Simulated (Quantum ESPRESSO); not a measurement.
# MnS (P6_3mc) in Quantum ESPRESSO: notebook

Aim: see how the results for MnS move with the level of theory and the settings. Levels: LDA, r2SCAN. Tasks: single point, equation of state, band structure.

Program: Quantum ESPRESSO 7.5. These are calculated values, not measurements. Logs are shortened: lines on timing, memory, paths and dates and some standing lists are left out, and cuts for length are marked.

## 1. Starting point

It takes space group P6_3mc (No. 186, hexagonal). Conventional cell: a = 3.954 Å, b = 3.954 Å, c = 6.343 Å, α = 90.00°, β = 90.00°, γ = 120.00°. Mn (site symmetry 3m) has 4 S at 2.36 to 2.42 Å as nearest neighbours. S (site symmetry 3m) is surrounded by 4 Mn at 2.36 to 2.42 Å.

The cell is a database's computed one.

## 2. Single point, LDA, collinear spin, ferromagnetic start, 20.18 Å³/atom

pw.in reads:

```
&CONTROL
  calculation = 'scf'
  prefix = 'pwscf'
  outdir = './tmp'
  pseudo_dir = './pseudo'
  tstress = .true.
  disk_io = 'nowf'
/
&SYSTEM
  ibrav = 0
  nat = 4
  ntyp = 2
  ecutwfc = 45
  ecutrho = 360
  nbnd = 33
  occupations = 'smearing'
  smearing = 'fd'
  degauss = 0.00367493
  nspin = 2
  starting_magnetization(1) = 0.2667
  starting_magnetization(2) = 0
/
&ELECTRONS
  conv_thr = 8d-10
  electron_maxstep = 120
  mixing_beta = 0.3
/
ATOMIC_SPECIES
Mn    54.9380 mn_lda_v1.5.uspp.F.UPF
S     32.0600 s_lda_v1.4.uspp.F.UPF
CELL_PARAMETERS angstrom
   3.8728690338    0.0000000000    0.0000000000
  -1.9364345170    3.3540029688    0.0000000000
   0.0000000000    0.0000000000    6.2130531654
ATOMIC_POSITIONS crystal
Mn     0.6666666667    0.3333333333    0.4988446700
Mn     0.3333333333    0.6666666667    0.9988446700
S      0.3333333333    0.6666666667    0.6261543000
S      0.6666666667    0.3333333333    0.1261543000
K_POINTS automatic
8 8 4 0 0 0
```

Potentials or basis: GBRV 1.5 LDA.

The run is started by

```sh
OMP_NUM_THREADS=1 mpirun -n 2 pw.x -nk 2 -in pw.in > pw.out
```

pw.out:

```text
This program is part of the open-source Quantum ESPRESSO suite
     for quantum simulation of materials; please cite
[... 13 lines left out ...]
     --------------------
     sticks:   dense  smooth     PW     G-vecs:    dense   smooth      PW
     Sum        1333     673    199                62831    22215    3609

     Using Slab Decomposition

     bravais-lattice index     =            0
     lattice parameter (alat)  =       7.3187  a.u.
     unit-cell volume          =     544.6254 (a.u.)^3
     number of atoms/cell      =            4
     number of atomic types    =            2
     number of electrons       =        42.00
     number of Kohn-Sham states=           33
     kinetic-energy cutoff     =      45.0000  Ry
     charge density cutoff     =     360.0000  Ry
     scf convergence threshold =      8.0E-10
     mixing beta               =       0.3000
     number of iterations used =            8  plain     mixing
     Exchange-correlation=  SLA  PZ   NOGX NOGC
                           (   1   1   0   0   0   0   0)

     celldm(1)=   7.318662  celldm(2)=   0.000000  celldm(3)=   0.000000
     celldm(4)=   0.000000  celldm(5)=   0.000000  celldm(6)=   0.000000

     crystal axes: (cart. coord. in units of alat)
               a(1) = (   1.000000   0.000000   0.000000 )
               a(2) = (  -0.500000   0.866025   0.000000 )
               a(3) = (   0.000000   0.000000   1.604251 )

     reciprocal axes: (cart. coord. in units 2 pi/alat)
               b(1) = (  1.000000  0.577350 -0.000000 )
               b(2) = (  0.000000  1.154701  0.000000 )
               b(3) = (  0.000000 -0.000000  0.623344 )

     PseudoPot. # 1 for Mn read from file:
     mn_lda_v1.5.uspp.F.UPF
     Pseudo is Ultrasoft + core correction, Zval = 15.0
     Generated by new atomic code, or converted to UPF format
     Using radial grid of  859 points,  6 beta functions with:
                l(1) =   0
                l(2) =   0
                l(3) =   1
                l(4) =   1
                l(5) =   2
                l(6) =   2
     Q(r) pseudized with  8 coefficients,  rinner =    0.950   0.950   0.950
                                                       0.950   0.950

     PseudoPot. # 2 for S  read from file:
     s_lda_v1.4.uspp.F.UPF
     Pseudo is Ultrasoft + core correction, Zval =  6.0
     Generated by new atomic code, or converted to UPF format
     Using radial grid of  907 points,  6 beta functions with:
                l(1) =   0
                l(2) =   0
                l(3) =   1
                l(4) =   1
                l(5) =   2
                l(6) =   2
     Q(r) pseudized with  8 coefficients,  rinner =    1.300   1.300   1.300
                                                       1.300   1.300

[... 55 lines left out ...]

     Check: negative core charge=   -0.000010
     Generating pointlists ...
     new r_m :   0.2466 (alat units)  1.8050 (a.u.) for type    1
     new r_m :   0.2466 (alat units)  1.8050 (a.u.) for type    2

     Initial potential from superposition of free atoms

     starting charge      40.9998, renormalised to      42.0000
     Starting wfcs are   34 randomized atomic wfcs

     Self-consistent Calculation

     iteration #  1     ecut=    45.00 Ry     beta= 0.30
     Davidson diagonalization with overlap
     ethr =  1.00E-02,  avg # of iterations =  5.2

     total energy              =    -470.15715368 Ry
     estimated scf accuracy    <       1.63686741 Ry
[... 144 lines left out ...]
     iteration # 14     ecut=    45.00 Ry     beta= 0.30
     Davidson diagonalization with overlap
     ethr =  3.85E-12,  avg # of iterations =  2.4

     negative rho (up, down):  0.000E+00 2.758E-04

     Magnetic moment per site  (integrated on atomic sphere of radius R)
     atom   1 (R=0.247)  charge= 12.8096  magn=  3.7654
     atom   2 (R=0.247)  charge= 12.8096  magn=  3.7654
     atom   3 (R=0.247)  charge=  3.8989  magn=  0.1036
     atom   4 (R=0.247)  charge=  3.8989  magn=  0.1036

     End of self-consistent calculation

 ------ SPIN UP ------------

          k = 0.0000 0.0000 0.0000 (  2791 PWs)   bands (ev):

   -72.8562 -72.8559 -41.9661 -41.9661 -41.9651 -41.9651 -41.9560 -41.9501
    -6.2231  -5.3668   1.9492   3.1330   3.1741   3.1741   3.3519   3.3519
     5.0525   5.0525   5.3858   5.3858   5.5482   7.6017   7.6017   8.7044
     8.8032   8.8032   9.4582  11.0844  13.9721  13.9721  14.4485  15.2262
    15.7841
[... 99 lines left out ...]
   -72.8559 -72.8559 -41.9698 -41.9693 -41.9670 -41.9661 -41.9532 -41.9519
    -5.3876  -5.1858   1.9471   2.1255   3.2279   3.3948   3.4688   3.6646
     5.1851   5.3181   5.3504   5.4461   5.5325   5.6341   6.3606   6.3761
     7.3449   7.4637  11.2978  11.7684  13.6258  13.8357  14.9203  15.3755
    16.6063

          k = 0.0000-0.5774-0.3117 (  2780 PWs)   bands (ev):

   -72.8559 -72.8559 -41.9696 -41.9696 -41.9665 -41.9665 -41.9525 -41.9525
    -5.2806  -5.2806   1.8759   1.8759   3.4022   3.4022   3.5133   3.5133
     5.3836   5.3836   5.4004   5.4004   5.5321   5.5321   6.9183   6.9183
     7.0555   7.0555  11.3631  11.3631  13.4282  13.4282  16.0344  16.0344
    16.0868
[... 115 lines left out ...]
   -72.8559 -72.8559 -41.9690 -41.9690 -41.9677 -41.9677 -41.9524 -41.9524
    -5.2240  -5.2240   2.1592   2.1592   2.9291   2.9291   3.6892   3.6892
     5.0927   5.0927   5.5107   5.5107   5.7411   5.7411   6.1891   6.1891
     7.1533   7.1533  12.5360  12.5360  13.7005  13.7005  14.6324  14.6324
    16.5971

 ------ SPIN DOWN ----------

          k = 0.0000 0.0000 0.0000 (  2791 PWs)   bands (ev):

   -68.5696 -68.5692 -37.8141 -37.8099 -37.8099 -37.8085 -37.8085 -37.8056
    -5.8883  -5.0622   2.4962   4.5367   4.5444   4.5444   4.5957   4.5957
     8.2898   8.2898   8.6644   8.8481   8.8481  10.1055  10.1390  10.1390
    11.0731  11.3398  11.3398  12.1605  14.8784  14.8784  15.2578  16.0881
    16.4023
[... 99 lines left out ...]
   -68.5693 -68.5692 -37.8157 -37.8148 -37.8112 -37.8099 -37.8096 -37.8078
    -5.0811  -4.8878   2.5633   2.8529   4.0682   4.5424   4.5577   4.6036
     7.9946   8.2391   8.6304   8.7789   8.7856   8.9518   9.3417   9.4334
    10.0125  10.1111  12.5004  13.1291  14.7246  14.9430  15.9459  16.2663
    17.3087

          k = 0.0000-0.5774-0.3117 (  2780 PWs)   bands (ev):

   -68.5692 -68.5692 -37.8156 -37.8156 -37.8105 -37.8105 -37.8084 -37.8084
    -4.9794  -4.9794   2.5383   2.5383   4.4667   4.4667   4.5693   4.5693
     8.3464   8.3464   8.7448   8.7448   8.8575   8.8575   9.6328   9.6328
     9.6827   9.6827  12.6771  12.6771  14.6975  14.6975  16.7204  16.7204
    16.9188
[... 115 lines left out ...]
   -68.5692 -68.5692 -37.8149 -37.8149 -37.8122 -37.8122 -37.8080 -37.8080
    -4.9245  -4.9245   2.8395   2.8395   3.7099   3.7099   4.8030   4.8030
     8.1219   8.1219   8.6926   8.6926   9.0606   9.0606   9.2879   9.2879
     9.8703   9.8703  13.7590  13.7590  14.7248  14.7248  15.5176  15.5176
    17.3878

     the Fermi energy is     7.9755 ev

!    total energy              =    -470.60847383 Ry
     estimated scf accuracy    <          5.9E-11 Ry
     smearing contrib. (-TS)   =      -0.00232981 Ry
     internal energy E=F+TS    =    -470.60614402 Ry

     The total energy is F=E-TS. E is the sum of the following terms:
     one-electron contribution =    -305.66397819 Ry
     hartree contribution      =     164.89217459 Ry
     xc contribution           =     -69.51813405 Ry
     ewald contribution        =    -260.31620637 Ry

     total magnetization       =     9.06 Bohr mag/cell
     absolute magnetization    =     9.06 Bohr mag/cell

     convergence has been achieved in  14 iterations

     Computing stress (Cartesian axis) and pressure

     negative rho (up, down):  0.000E+00 2.758E-04
          total   stress  (Ry/bohr**3)                   (kbar)     P=      -25.34
  -0.00024132  -0.00000000  -0.00000000          -35.50       -0.00       -0.00
  -0.00000000  -0.00024132  -0.00000000           -0.00      -35.50       -0.00
   0.00000000   0.00000000  -0.00003415            0.00        0.00       -5.02

=------------------------------------------------------------------------------=
   JOB DONE.
=------------------------------------------------------------------------------=
```

It took 55 s on 2 MPI ranks of Intel Xeon Platinum 8488C (Sapphire Rapids), shared host; peak memory 0.44 GiB.

What came out:

```
Free energy                                           : -6402.9545 eV
Pressure                                              : -2.5 GPa
Band gap on the k mesh                                : none (metal or under the smearing width)
Net moment                                            : 9.06 μB per cell
Absolute moment                                       : 9.06 μB per cell
Site moments                                          : Mn +3.77; S +0.10 μB
Valence electrons inside the program's atomic spheres : Mn 12.81; S 3.90
```

Caveat: semilocal functionals often make such compounds metallic where correlation or magnetic order opens a gap, which also shifts bond lengths; only a ferromagnetic start was run, and an antiferromagnetic order may lie lower in energy.

## 3. Single point, LDA, collinear spin, ferromagnetic start, 20.61 Å³/atom

Changes to pw.in since step 2:

```diff
@@ -31,5 +31,5 @@
 CELL_PARAMETERS angstrom
-   3.8728690338    0.0000000000    0.0000000000
-  -1.9364345170    3.3540029688    0.0000000000
-   0.0000000000    0.0000000000    6.2130531654
+   3.9001436580    0.0000000000    0.0000000000
+  -1.9500718291    3.3776234863    0.0000000000
+   0.0000000000    0.0000000000    6.2568085025
 ATOMIC_POSITIONS crystal
```

Potentials or basis: GBRV 1.5 LDA.

The run is started by

```sh
OMP_NUM_THREADS=1 mpirun -n 2 pw.x -nk 2 -in pw.in > pw.out
```

It took 57 s on 2 MPI ranks of Intel Xeon Platinum 8488C (Sapphire Rapids), shared host; peak memory 0.46 GiB.

Results (log left out):

```yaml
Free_energy: -6402.9264 eV
Pressure: -2.9 GPa
Band_gap_on_the_k_mesh: none (metal or under the smearing width)
Net_moment: 9.29 μB per cell
Absolute_moment: 9.29 μB per cell
Site_moments: Mn +3.86; S +0.12 μB
Valence_electrons_inside_the_program's_atomic_spheres: Mn 12.83; S 3.94
```

Caveat: semilocal functionals often make such compounds metallic where correlation or magnetic order opens a gap, which also shifts bond lengths; only a ferromagnetic start was run, and an antiferromagnetic order may lie lower in energy.

## 4. Single point, LDA, collinear spin, ferromagnetic start, 21.03 Å³/atom

Changes to pw.in since step 3:

```diff
@@ -31,5 +31,5 @@
 CELL_PARAMETERS angstrom
-   3.9001436580    0.0000000000    0.0000000000
-  -1.9500718291    3.3776234863    0.0000000000
-   0.0000000000    0.0000000000    6.2568085025
+   3.9270420505    0.0000000000    0.0000000000
+  -1.9635210253    3.4009181775    0.0000000000
+   0.0000000000    0.0000000000    6.2999602696
 ATOMIC_POSITIONS crystal
```

The run is started by

```sh
OMP_NUM_THREADS=1 mpirun -n 2 pw.x -nk 2 -in pw.in > pw.out
```

It took 57 s on 2 MPI ranks of Intel Xeon Platinum 8488C (Sapphire Rapids), shared host; peak memory 0.46 GiB.

It converged, with:

```yaml
Free_energy: -6402.8939 eV
Pressure: -3.4 GPa
Band_gap_on_the_k_mesh: none (metal or under the smearing width)
Net_moment: 9.48 μB per cell
Absolute_moment: 9.48 μB per cell
Site_moments: Mn +3.94; S +0.12 μB
Valence_electrons_inside_the_program's_atomic_spheres: Mn 12.84; S 3.98
```

Caveat: semilocal functionals often make such compounds metallic where correlation or magnetic order opens a gap, which also shifts bond lengths; only a ferromagnetic start was run, and an antiferromagnetic order may lie lower in energy.

## 5. Single point, LDA, collinear spin, ferromagnetic start, 21.46 Å³/atom

Changes to pw.in since step 4:

```diff
@@ -31,5 +31,5 @@
 CELL_PARAMETERS angstrom
-   3.9270420505    0.0000000000    0.0000000000
-  -1.9635210253    3.4009181775    0.0000000000
-   0.0000000000    0.0000000000    6.2999602696
+   3.9535769233    0.0000000000    0.0000000000
+  -1.9767884617    3.4238980514    0.0000000000
+   0.0000000000    0.0000000000    6.3425288600
 ATOMIC_POSITIONS crystal
```

The run is started by

```sh
OMP_NUM_THREADS=1 mpirun -n 2 pw.x -nk 2 -in pw.in > pw.out
```

Wall time 50 s (2 MPI ranks of Intel Xeon Platinum 8488C (Sapphire Rapids), shared host); peak memory 0.48 GiB.

The run converged. Its results:

```
Free energy                                           : -6402.8549 eV
Pressure                                              : -4.1 GPa
Band gap on the k mesh                                : none (metal or under the smearing width)
Net moment                                            : 9.61 μB per cell
Absolute moment                                       : 9.61 μB per cell
Site moments                                          : Mn +4.00; S +0.13 μB
Valence electrons inside the program's atomic spheres : Mn 12.86; S 4.02
```

Caveat: semilocal functionals often make such compounds metallic where correlation or magnetic order opens a gap, which also shifts bond lengths; only a ferromagnetic start was run, and an antiferromagnetic order may lie lower in energy.

## 6. Single point, LDA, collinear spin, ferromagnetic start, 21.89 Å³/atom

Changes to pw.in since step 5:

```diff
@@ -31,5 +31,5 @@
 CELL_PARAMETERS angstrom
-   3.9535769233    0.0000000000    0.0000000000
-  -1.9767884617    3.4238980514    0.0000000000
-   0.0000000000    0.0000000000    6.3425288600
+   3.9797603150    0.0000000000    0.0000000000
+  -1.9898801575    3.4465735338    0.0000000000
+   0.0000000000    0.0000000000    6.3845335865
 ATOMIC_POSITIONS crystal
```

Potentials or basis: GBRV 1.5 LDA.

The run is started by

```sh
OMP_NUM_THREADS=1 mpirun -n 2 pw.x -nk 2 -in pw.in > pw.out
```

Wall time 62 s (2 MPI ranks of Intel Xeon Platinum 8488C (Sapphire Rapids), shared host); peak memory 0.48 GiB.

Results (log left out):

* Free energy: -6402.8086 eV
* Pressure: -4.8 GPa
* Band gap on the k mesh: none (metal or under the smearing width)
* Net moment: 9.72 μB per cell
* Absolute moment: 9.72 μB per cell
* Site moments: Mn +4.05; S +0.14 μB
* Valence electrons inside the program's atomic spheres: Mn 12.88; S 4.06

Caveat: semilocal functionals often make such compounds metallic where correlation or magnetic order opens a gap, which also shifts bond lengths; only a ferromagnetic start was run, and an antiferromagnetic order may lie lower in energy.

## 7. Single point, LDA, collinear spin, ferromagnetic start, 22.32 Å³/atom

Changes to pw.in since step 6:

```diff
@@ -31,5 +31,5 @@
 CELL_PARAMETERS angstrom
-   3.9797603150    0.0000000000    0.0000000000
-  -1.9898801575    3.4465735338    0.0000000000
-   0.0000000000    0.0000000000    6.3845335865
+   4.0056036386    0.0000000000    0.0000000000
+  -2.0028018193    3.4689545085    0.0000000000
+   0.0000000000    0.0000000000    6.4259927585
 ATOMIC_POSITIONS crystal
```

The run is started by

```sh
OMP_NUM_THREADS=1 mpirun -n 2 pw.x -nk 2 -in pw.in > pw.out
```

Run time: 60 s. Hardware: 2 MPI ranks of Intel Xeon Platinum 8488C (Sapphire Rapids), shared host; peak memory 0.5 GiB.

The run converged. Its results:

```yaml
Free_energy: -6402.7546 eV
Pressure: -5.5 GPa
Band_gap_on_the_k_mesh: none (metal or under the smearing width)
Net_moment: 9.79 μB per cell
Absolute_moment: 9.79 μB per cell
Site_moments: Mn +4.09; S +0.14 μB
Valence_electrons_inside_the_program's_atomic_spheres: Mn 12.89; S 4.09
```

Caveat: semilocal functionals often make such compounds metallic where correlation or magnetic order opens a gap, which also shifts bond lengths; only a ferromagnetic start was run, and an antiferromagnetic order may lie lower in energy.

## 8. Single point, LDA, collinear spin, ferromagnetic start, 22.75 Å³/atom

Changes to pw.in since step 7:

```diff
@@ -31,5 +31,5 @@
 CELL_PARAMETERS angstrom
-   4.0056036386    0.0000000000    0.0000000000
-  -2.0028018193    3.4689545085    0.0000000000
-   0.0000000000    0.0000000000    6.4259927585
+   4.0311177254    0.0000000000    0.0000000000
+  -2.0155588628    3.4910503559    0.0000000000
+   0.0000000000    0.0000000000    6.4669237522
 ATOMIC_POSITIONS crystal
```

The run is started by

```sh
OMP_NUM_THREADS=1 mpirun -n 2 pw.x -nk 2 -in pw.in > pw.out
```

Wall time 55 s (2 MPI ranks of Intel Xeon Platinum 8488C (Sapphire Rapids), shared host); peak memory 0.5 GiB.

Results (log left out):

* Free energy: -6402.6929 eV
* Pressure: -6.2 GPa
* Band gap on the k mesh: none (metal or under the smearing width)
* Net moment: 9.85 μB per cell
* Absolute moment: 9.85 μB per cell
* Site moments: Mn +4.13; S +0.14 μB
* Valence electrons inside the program's atomic spheres: Mn 12.91; S 4.12

Caveat: semilocal functionals often make such compounds metallic where correlation or magnetic order opens a gap, which also shifts bond lengths; only a ferromagnetic start was run, and an antiferromagnetic order may lie lower in energy.

## 9. Equation of state, LDA, collinear spin, ferromagnetic start

Potentials or basis: GBRV 1.5 LDA.

No new run: the results of the series are fitted here.

What came out:

```yaml
Equilibrium_volume: outside the volumes run
```

Energy against volume, from the lowest point:
| volume (Å³/atom) | energy (meV/atom) |
| --- | --- |
| 20.176 | 0.00 |
| 20.606 | 7.01 |
| 21.035 | 15.14 |
| 21.464 | 24.90 |
| 21.893 | 36.48 |
| 22.323 | 49.98 |
| 22.752 | 65.39 |

(Continued in part 2 of 2.)
